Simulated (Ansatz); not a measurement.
# HfN (211): surface energy and levels, part 2 of 2

This session takes HfN and sets out to cut the (211) surface, relax it and get its surface energy and levels.

Ansatz 0.2.0; DFT PBE, scalar-relativistic, plane waves, PAW. The steps go on from the part before.

## (5) Relaxing the (211) slab

Input file input.yaml:

```yaml
crystal:
  lattice:
    - [3.2157753977, 0.0, 0.0]
    - [0.0, 7.8770088516, 0.0]
    - [0.0, 0.0, 24.2831439574]
  atoms:
    - { symbol: Hf, position: [0.5, 0.1666666667, 0.3088562178] }
    - { symbol: "N", position: [0.5, 0.6666666667, 0.3088562178] }
    - { symbol: Hf, position: [0.0, 0.8333333333, 0.3470849743] }
    - { symbol: "N", position: [0.0, 0.3333333333, 0.3470849743] }
    - { symbol: Hf, position: [0.5, 0.5, 0.3853137307] }
    - { symbol: "N", position: [0.5, 0.0, 0.3853137307] }
    - { symbol: Hf, position: [0.0, 0.1666666667, 0.4235424871] }
    - { symbol: "N", position: [0.0, 0.6666666667, 0.4235424871] }
    - { symbol: Hf, position: [0.5, 0.8333333333, 0.4617712436] }
    - { symbol: "N", position: [0.5, 0.3333333333, 0.4617712436] }
    - { symbol: Hf, position: [0.0, 0.5, 0.5] }
    - { symbol: "N", position: [0.0, 0.0, 0.5] }
    - { symbol: Hf, position: [0.5, 0.1666666667, 0.5382287564] }
    - { symbol: "N", position: [0.5, 0.6666666667, 0.5382287564] }
    - { symbol: Hf, position: [0.0, 0.8333333333, 0.5764575129] }
    - { symbol: "N", position: [0.0, 0.3333333333, 0.5764575129] }
    - { symbol: Hf, position: [0.5, 0.5, 0.6146862693] }
    - { symbol: "N", position: [0.5, 0.0, 0.6146862693] }
    - { symbol: Hf, position: [0.0, 0.1666666667, 0.6529150257] }
    - { symbol: "N", position: [0.0, 0.6666666667, 0.6529150257] }
    - { symbol: Hf, position: [0.5, 0.8333333333, 0.6911437822] }
    - { symbol: "N", position: [0.5, 0.3333333333, 0.6911437822] }
basis:
  ecutwfc: 420
kpoints:
  mp_grid: { grid: [11, 5, 1] }
hamiltonian:
  xc: pbe
scf:
  occupations: { method: gaussian, width: 0.1 }
output:
  forces: true
  eigenvalues: true
relax:
  adjacent_minimum: "off"
  f_tol: 0.02
  max_steps: 60
efield:
  axis: 3
  dipole_correction: true
  ramp_width: 0.04
```

On the command line:

```bash
> ansatz run input.yaml --threads 8 --pin off --max-ram 15360MiB --backend cpu --events-out ev --progress --plain --runs-dir out
```

Output:

```text
Warning: RAYON_NUM_THREADS=8 ignored (pool sized by the plan → 8); use --threads N
Engine: ansatz 0.2.0, aarch64-unknown-linux-gnu
Pseudopotentials: kind: paw
Pseudopotential: Hf, paw, valence charge 26, recommended cutoff 420 eV (normal), Hf.paw.azcp
Pseudopotential: N, paw, valence charge 5, recommended cutoff 420 eV (normal), N.paw.azcp
Functional definition: PBE
  parameter kappa = 0.804
  parameter beta = 0.06672455060314922
  exchange = pbe_x(kappa = kappa, mu = beta*pi^2/3)
  correlation = pbe_c(beta = beta)
Crystal: 22 atoms, lattice volume = 615.109 Å³
Basis set: ecut = 420 eV, 12025 PW (Γ), exchange–correlation on 48×108×360 points (8 copies of the dense FFT grid, shifted against one another)
Bands: 205, of which v1, the nominal top of the filled ones, is band 171 counted from 1 (170 counted from 0)
Symmetry: 2 space group operations
k-points: 18 of 55 (time reversal used)
Non-local potential: Hf, projectors of the file, l = 0: 3, l = 1: 2, l = 2: 2, l = 3: 3
Non-local potential: N, projectors of the file, l = 0: 2, l = 1: 2, l = 2: 1
PAW form: soft (Blöchl's): semilocal exchange-correlation on the pseudo side does not see the compensation charge
PAW one-centre angular grid: Hf, 590 points (default); XC on 64 Gauss nodes
PAW one-centre angular grid: N, 110 points (default); XC on 64 Gauss nodes
Initial density: superposition of atomic densities (neutral atoms: chi_scale 0, normalization atom), corrected by the library's trained network
Initial wavefunctions: pseudopotential atomic-orbital guess
Functional: x = pbe(κ = 0.804, μ = 0.2195149727645171), c = pbe(β = 0.06672455060314922)
SCF iter   1: F=—  HF=-177185.330175 eV  |F-HF|=—  |Δ(HF+E_count)|=         —  Δρ=5.48e-3  dr2=1.24e0  ethr=1.77e-3  p=0.000 e·Å  D=8.31e-14 V/Å  ΔV_dip=-0.00 eV  dr2_dipole=2.41e-7  V_vac-E_F(+/−)=4.56/4.56 eV  ⟨swp⟩=6.2  Hψ=14308  notcnv=0  defer=88
efield: sawtooth ramp at fractional position 0.9800 (placed from the atoms, in the widest stretch of the axis that holds none; the zero of the levels goes with the place), width 0.0400; the density the first Hamiltonian is built on has a dipole p = 0.000 e·Å; the dipole correction subtracts the counter field D = 8.31e-14 V/Å, which shifts the + side's vacuum level by -0.00 eV against the − side's; the planar-averaged density in the ramp window peaks in size at 1.8e-5 e/Å³
preconditioner: auto → LDOS  [metal: Δε(μ)=0.019 eV  Ē_g=17.403 eV  σ=0.100 eV  W_gap=0.11  n_scr=154 (ndim 8)  ℏωp=26.7 eV  f_vac=0.519  D(μ)=9.13/eV (n_scr^D=40)  β→1.0]
SCF iter   2: F=—  HF=-177185.302109 eV  |F-HF|=—  |Δ(HF+E_count)|=   2.81e-2  Δρ=4.25e-3  dr2=1.36e-1  ethr=3.64e-4  p=-0.000 e·Å  D=-6.66e-6 V/Å  ΔV_dip=0.00 eV  dr2_dipole=2.39e-7  V_vac-E_F(+/−)=4.36/4.36 eV  ⟨swp⟩=2.0  Hψ=5070  notcnv=0  defer=467
SCF iter   3: F=—  HF=-177185.284804 eV  |F-HF|=—  |Δ(HF+E_count)|=   1.73e-2  Δρ=1.50e-3  dr2=2.63e-2  ethr=3.99e-5  p=-0.000 e·Å  D=-6.86e-7 V/Å  ΔV_dip=0.00 eV  dr2_dipole=5.03e-8  V_vac-E_F(+/−)=4.39/4.39 eV  ⟨swp⟩=2.0  Hψ=6007  notcnv=0  defer=467
SCF iter   4: F=—  HF=-177185.281506 eV  |F-HF|=—  |Δ(HF+E_count)|=   3.30e-3  Δρ=3.17e-4  dr2=2.37e-3  ethr=7.70e-6  p=-0.000 e·Å  D=-3.37e-7 V/Å  ΔV_dip=0.00 eV  dr2_dipole=9.36e-9  V_vac-E_F(+/−)=4.37/4.37 eV  ⟨swp⟩=2.6  Hψ=5979  notcnv=0  defer=467
SCF iter   5: F=—  HF=-177185.282430 eV  |F-HF|=—  |Δ(HF+E_count)|=   9.25e-4  Δρ=1.39e-4  dr2=1.44e-4  ethr=6.94e-7  p=-0.000 e·Å  D=-9.08e-8 V/Å  ΔV_dip=0.00 eV  dr2_dipole=2.55e-9  V_vac-E_F(+/−)=4.35/4.35 eV  ⟨swp⟩=2.0  Hψ=5644  notcnv=0  defer=456
SCF iter   6: F=—  HF=-177185.282516 eV  |F-HF|=—  |Δ(HF+E_count)|=   8.60e-5  Δρ=6.51e-5  dr2=2.56e-5  ethr=4.24e-8  p=0.000 e·Å  D=1.73e-7 V/Å  ΔV_dip=-0.00 eV  dr2_dipole=1.23e-11  V_vac-E_F(+/−)=4.35/4.35 eV  ⟨swp⟩=2.8  Hψ=6385  notcnv=0  defer=456
iter 7 did not close the SCF: its close was put off until two iterations running show no level that it waits for move by more than its bar (scf_convergence_deferred on its scf_iter line)
SCF iter   7: F=-177185.282563 eV  HF=-177185.282551 eV  |F-HF|=1.15e-5  |Δ(HF+E_count)|=   3.50e-5  Δρ=3.05e-5  dr2=4.78e-6  ethr=2.93e-9  p=0.000 e·Å  D=1.97e-7 V/Å  ΔV_dip=-0.00 eV  dr2_dipole=3.26e-11  V_vac-E_F(+/−)=4.35/4.35 eV  ⟨swp⟩=16.6  Hψ=23876  notcnv=0
iter 8 did not close the SCF: its close was put off until two iterations running show no level that it waits for move by more than its bar (scf_convergence_deferred on its scf_iter line)
SCF iter   8: F=-177185.282565 eV  HF=-177185.282563 eV  |F-HF|=1.48e-6  |Δ(HF+E_count)|=   1.17e-5  Δρ=1.11e-5  dr2=1.06e-6  ethr=1.40e-9  p=0.000 e·Å  D=1.13e-7 V/Å  ΔV_dip=-0.00 eV  dr2_dipole=1.46e-11  V_vac-E_F(+/−)=4.34/4.34 eV  ⟨swp⟩=7.2  Hψ=17116  notcnv=0
SCF iter   9: F=-177185.282565 eV  HF=-177185.282565 eV  |F-HF|=4.11e-7  |Δ(HF+E_count)|=   1.81e-6  Δρ=4.41e-6  dr2=9.50e-8  ethr=3.11e-10  p=0.000 e·Å  D=5.86e-8 V/Å  ΔV_dip=-0.00 eV  dr2_dipole=1.31e-12  V_vac-E_F(+/−)=4.34/4.34 eV  ⟨swp⟩=5.2  Hψ=14099  notcnv=0
SCF 1 converged in 9 iterations: F = -177185.282565 eV  dr2 = 9.50e-8
relax step   1: F+E_penalty+E_count = -177185.28256536 eV  Δ(F+E_penalty+E_count) = +0.000e0 eV  max|allowed force component| = 3.764e0 eV/Å  Δτ_max = 0.0000 Å  (9 SCF iters, dr2 threshold 1.00e-5 eV, accepted)
[... from here on, the SCF cycles and remarks between the steps are left out ...]
relax step   2: F+E_penalty+E_count = -177187.95924191 eV  Δ(F+E_penalty+E_count) = -2.677e0 eV  max|allowed force component| = 5.710e-1 eV/Å  Δτ_max = 0.1985 Å  (8 SCF iters, dr2 threshold 1.00e-4 eV, accepted)
relax step   3: F+E_penalty+E_count = -177188.08228018 eV  Δ(F+E_penalty+E_count) = -1.230e-1 eV  max|allowed force component| = 4.426e-1 eV/Å  Δτ_max = 0.1205 Å  (7 SCF iters, dr2 threshold 2.04e-5 eV, accepted)
relax step   4: F+E_penalty+E_count = -177188.15326955 eV  Δ(F+E_penalty+E_count) = -7.099e-2 eV  max|allowed force component| = 1.273e-1 eV/Å  Δτ_max = 0.0718 Å  (6 SCF iters, dr2 threshold 1.22e-5 eV, accepted)
relax step   5: F+E_penalty+E_count = -177188.15613872 eV  Δ(F+E_penalty+E_count) = -2.869e-3 eV  max|allowed force component| = 8.915e-2 eV/Å  Δτ_max = 0.0363 Å  (7 SCF iters, dr2 threshold 1.34e-6 eV, accepted)
relax step   6: F+E_penalty+E_count = -177188.15973949 eV  Δ(F+E_penalty+E_count) = -3.601e-3 eV  max|allowed force component| = 2.774e-2 eV/Å  Δτ_max = 0.0188 Å  (7 SCF iters, dr2 threshold 6.58e-7 eV, accepted)
relax step   7: F+E_penalty+E_count = -177188.15998937 eV  Δ(F+E_penalty+E_count) = -2.499e-4 eV  max|allowed force component| = 9.633e-3 eV/Å  Δτ_max = 0.0030 Å  (6 SCF iters, accepted)
SCF converged after 6 iterations
Free energy (F): -177188.159989 eV
Harris-Foulkes:  -177188.159989 eV  (|F-HF|=1.46e-7)
Internal energy: -177188.110045 eV  (E = F + TS)
E sigma→0 (E₀):  -177188.135017 eV
Entropy (-TS):   -0.049945 eV (-2.270 meV/atom)
Fermi energy:    7.468937 eV
Dipole field:    D = -0.000001 V/Å  (p = -0.000003 e·Å, saw-weighted, corrected)
Work function:   Φ+ = 3.9342 eV   Φ− = 3.9341 eV
Levels:          The Fermi level and band energies are counted from a zero that moves with the ramp; work functions are not
--- Per-component energies (eV) ---
  E_band       = -3486.222332
  E_kinetic    = 6097.127289
  E_local      = -618824.431489  (includes V_loc(G=0)·N_el)
  E_nonlocal   = -13181.494682
  E_hartree    = 305374.719526
  E_xc         = -3966.762620
  E_vxc        = -3776.848049  (∫ρ·V_xc dr)
  E_paw        = -77600.424970  (= ΣΔE_a)
  E_vpaw       = 15449.928217  (= ΣTr[D̂ρ^β])
  E_aug_tail   = 0.001043  (compensation charges beyond the density's cutoff)
  E_efield     = 0.000000  (sawtooth field / dipole correction)
  E_vefield    = 0.000000  (∫n·V_field dr)
  E_ewald      = 224913.155858
  E_smearing   = -0.049945  (= −TS)
  E_closure    = -0.000000  (closes the sum)
  Σ components = -177188.159989   (vs F -177188.159989, Δ=0.00e0)
--- Forces (eV/Å), atoms counted from 1 ---
  atom   1  Hf     0.00000000     0.00303932     0.00068907
  atom   2  N      0.00000000     0.00405757    -0.00508814
  atom   3  Hf     0.00000000    -0.00025656     0.00087735
  atom   4  N      0.00000000     0.00127252    -0.00238111
  atom   5  Hf     0.00000000    -0.00630314     0.00516833
  atom   6  N      0.00000000     0.00203344    -0.00115521
  atom   7  Hf     0.00000000    -0.00322618     0.00963257
  atom   8  N      0.00000000    -0.00394958     0.00005356
  atom   9  Hf     0.00000000     0.00588693     0.00329403
  atom  10  N      0.00000000    -0.00397596    -0.00184357
  atom  11  Hf     0.00000000     0.00000014     0.00000006
  atom  12  N      0.00000000    -0.00000030    -0.00000025
  atom  13  Hf     0.00000000    -0.00588665    -0.00329440
  atom  14  N      0.00000000     0.00397631     0.00184327
  atom  15  Hf     0.00000000     0.00322548    -0.00963322
  atom  16  N      0.00000000     0.00395005    -0.00005479
  atom  17  Hf     0.00000000     0.00630276    -0.00516767
  atom  18  N      0.00000000    -0.00203466     0.00115496
  atom  19  Hf     0.00000000     0.00025609    -0.00087573
  atom  20  N      0.00000000    -0.00127194     0.00238115
  atom  21  Hf     0.00000000    -0.00303979    -0.00068860
  atom  22  N      0.00000000    -0.00405569     0.00508892
  max |Σ_I F_I| component: 5.49e-7 eV/Å
--- Band table (eV; the first three rows and the last of 18) ---
  k-point 0: bands = ["-55.3801", "-55.2707", "-55.2594", "-55.1540", "-55.1538", "-55.0850", "-55.0826", "-54.9200", "-54.9199", "-54.7276", "-54.7276", "-24.4148", "-24.3885", "-24.3469", "-24.3068", "-24.2706", "-24.1957", "-24.1752", "-24.0324", "-23.9828", "-23.9701", "-23.9675", "-23.9001", "-23.8568", "-23.8544", "-23.8207", "-23.7696", "-23.7448", "-23.7086", "-23.7012", "-23.6750", "-23.6742", "-23.6494", "-23.6002", "-23.5525", "-23.5438", "-23.5193", "-23.5182", "-23.4570", "-23.4554", "-23.3125", "-23.3124", "-23.2673", "-23.2671", "-9.4659", "-8.6143", "-8.5718", "-8.0618", "-7.9940", "-7.9443", "-7.8654", "-7.6086", "-7.5411", "-6.5311", "-6.5254", "-5.3143", "-5.3067", "-5.2895", "-5.2865", "-5.2852", "-5.2648", "-5.2613", "-5.2064", "-5.2033", "-5.1941", "-5.1910", "-5.1894", "-5.1842", "-5.1762", "-5.1737", "-5.1705", "-5.1668", "-5.1643", "-5.1595", "-5.1564", "-5.1383", "-5.1353", "-5.1337", "-5.1304", "-5.1241", "-5.1165", "-5.1161", "-5.0925", "-5.0917", "-5.0812", "-5.0812", "-5.0200", "-5.0194", "-5.0151", "-5.0140", "-5.0076", "-5.0054", "-5.0035", "-5.0022", "-4.9954", "-4.9952", "-4.9872", "-4.9871", "-4.9866", "-4.9743", "-4.9738", "-4.9714", "-4.9620", "-4.9553", "-4.8376", "-4.8374", "-4.8357", "-4.8357", "-4.8356", "-4.8345", "-4.8277", "-4.8271", "-4.8233", "-4.8226", "-4.7992", "-4.7987", "-4.7905", "-4.7826", "-4.6670", "-4.6662", "-4.6540", "-4.6540", "-4.6419", "-4.6418", "-4.6312", "-4.6309", "-4.6252", "-4.6252", "-4.5778", "-4.5778", "-4.4448", "-4.4446", "-0.0109", "0.0035", "0.2890", "0.3724", "0.7088", "1.0202", "1.3468", "1.4613", "1.8720", "1.9161", "2.0445", "2.1816", "2.2107", "2.3706", "2.3767", "2.3862", "2.4029", "2.5674", "2.6214", "2.8139", "2.8591", "2.9226", "3.4170", "3.4805", "3.5443", "3.7534", "3.7857", "4.0463", "4.2522", "4.5387", "4.5774", "4.6010", "4.9558", "5.1443", "6.2252", "6.3869", "6.7307", "7.0217", "7.3186", "7.7295", "7.8649", "7.9195", "7.9343", "8.3391", "8.7860", "8.9708", "9.1852", "9.2072", "9.3244", "9.5987", "9.7278", "9.7932", "9.8971", "9.9925", "10.0146", "10.0327", "10.2740", "10.3577", "10.4675", "10.5853", "10.6060", "10.6936", "10.8361", "11.0405", "11.0470", "11.0511", "11.0703", "11.1213", "11.1898", "11.4205", "11.4620", "11.5278", "11.8875"]
[... 3 lines left out ...]
--- Relaxed structure (7 steps of the walk, 7 accepted, 0 SCFs on fresh bases) ---
  F+E_penalty+E_count = -177188.15998937 eV   max|allowed force component| = 9.633e-3 eV/Å
  atoms:
    - { symbol: Hf, position: [0.5, 0.16632870709698888, 0.3156874797687194] }
    - { symbol: N, position: [0.5, 0.6777545550951877, 0.31793404009156584] }
    - { symbol: Hf, position: [0.0, 0.8184386494904388, 0.34107525024573254] }
    - { symbol: N, position: [0.0, 0.32755306595226674, 0.3475217727593535] }
    - { symbol: Hf, position: [0.5, 0.4972531083493492, 0.3800197074536586] }
    - { symbol: N, position: [0.5, 0.00368694151865058, 0.3852664419634877] }
    - { symbol: Hf, position: [0.0, 0.16864064132589104, 0.42584554150478676] }
    - { symbol: N, position: [0.0, 0.6691632709401488, 0.42240454053992527] }
    - { symbol: Hf, position: [0.5, 0.8390486143904338, 0.4599040526102249] }
    - { symbol: N, position: [0.5, 0.3358408176868642, 0.46314815575253554] }
    - { symbol: Hf, position: [0.0, 0.4999999975849073, 0.5000000022682183] }
    - { symbol: N, position: [0.0, 3.960089565172484e-9, 0.5000000015245928] }
    - { symbol: Hf, position: [0.5, 0.1609513841008568, 0.5400959498053522] }
    - { symbol: N, position: [0.5, 0.6641591801748352, 0.5368518479494659] }
    - { symbol: Hf, position: [0.0, 0.831359365046211, 0.5741544620966791] }
    - { symbol: N, position: [0.0, 0.3308367269264, 0.577595464221824] }
    - { symbol: Hf, position: [0.5, 0.5027468978875569, 0.6199802916276079] }
    - { symbol: N, position: [0.5, -0.003686924071778217, 0.6147335568313382] }
    - { symbol: Hf, position: [0.0, 0.1815613532439892, 0.6589247398687109] }
    - { symbol: N, position: [0.0, 0.6724469196263301, 0.6524782296481437] }
    - { symbol: Hf, position: [0.5, 0.8336712988992274, 0.6843125167784077] }
    - { symbol: N, position: [0.5, 0.32224542477515195, 0.6820659546896675] }
```

Wall time 8 min (8 threads of Arm Neoverse V1, shared host); peak memory 5.2 GiB.

The steps of the relaxation:

| step | energy from step 1 (eV/cell) | largest force component (eV/Å) |
| --- | --- | --- |
| 1 | 0.0000 | 3.7644 |
| 2 | -2.6767 | 0.5710 |
| 3 | -2.7997 | 0.4426 |
| 4 | -2.8707 | 0.1273 |
| 5 | -2.8736 | 0.0892 |
| 6 | -2.8772 | 0.0277 |
| 7 | -2.8774 | 0.0096 |

Step 1 is the start.

From the log: work function 3.93 eV.

Plane-averaged electrostatic potential energy of an electron across the slab, counted from the Fermi level:

z (Å), V (eV) and a bar:
```
     1.89       3.93 ##############################
     2.43       3.93 ##############################
     2.70       3.93 ##############################
     3.24       3.93 ##############################
     3.51       3.93 ##############################
     4.05       3.93 ##############################
     4.32       3.92 ##############################
     4.86       3.88 ##############################
     5.13       3.84 ##############################
     5.67       3.62 #############################
     6.21       2.95 ############################
     6.48       2.21 ###########################
     7.02      -1.55 ####################
     7.28      -5.01 #############
     7.82     -11.21 ##
     8.09     -12.30 
     8.63     -11.32 ##
     8.90     -10.46 ###
     9.44      -9.70 #####
     9.71      -9.75 #####
    10.25     -10.26 ####
    10.79     -10.92 ###
    11.06     -10.99 ##
    11.60     -10.98 ##
    11.87     -10.64 ###
    12.41     -10.64 ###
    12.68     -10.98 ##
    13.22     -10.99 ##
    13.49     -10.92 ###
    14.03     -10.26 ####
    14.57      -9.75 #####
    14.84      -9.70 #####
    15.38     -10.46 ###
    15.65     -11.32 ##
    16.19     -12.30 
    16.46     -11.21 ##
    17.00      -5.01 #############
    17.27      -1.55 ####################
    17.81       2.21 ###########################
    18.08       2.95 ############################
    18.62       3.62 #############################
    19.16       3.84 ##############################
    19.43       3.88 ##############################
    19.97       3.92 ##############################
    20.24       3.93 ##############################
    20.78       3.93 ##############################
    21.05       3.93 ##############################
    21.59       3.93 ##############################
    21.85       3.93 ##############################
    22.39       3.93 ##############################
```

## (6) What the (211) slab gives

γ = (E_slab − N E_bulk) / (2A); here N = 22 and A = 25.33 Å².

|  | as cut | relaxed |
| --- | --- | --- |
| surface energy, mean of both faces | 3.25 J/m² | 2.34 J/m² |
| work function | 4.34 eV | 3.93 eV |
| dipole along +c (e·Å/cell) | 0.000 | 0.000 |

How the layers moved (bottom to top):

```csv
plane,atoms,"spacing to the next, as cut (Å)",relaxed (Å),change (%),rumpling (Å)
1,HfN,0.928,0.667,-28.1,0.055
2,HfN,0.928,0.931,+0.3,0.157
3,HfN,0.928,1.007,+8.5,0.127
4,HfN,0.928,0.908,-2.2,0.084
5,HfN,0.928,0.934,+0.6,0.079
6,HfN,0.928,0.934,+0.6,0.000
7,HfN,0.928,0.908,-2.2,0.079
8,HfN,0.928,1.007,+8.5,0.084
9,HfN,0.928,0.931,+0.3,0.127
10,HfN,0.928,0.667,-28.1,0.157
11,HfN,,,,0.055
```

## (7) Results

What follows sums up all 2 parts.

| quantity | value |
| --- | --- |
| surface energy, (211), cut with HfN on top | 2.34 J/m² |
| work function, (211), cut with HfN on top | 3.93 eV |

**Reading.** On (211) the top spacing contracts by 28.1 %, and relaxation gains 0.910 J/m² a face. The runs treat Hf without spin-orbit coupling. Spin polarisation is off in the runs that give these values; a magnetic solution could lie lower.
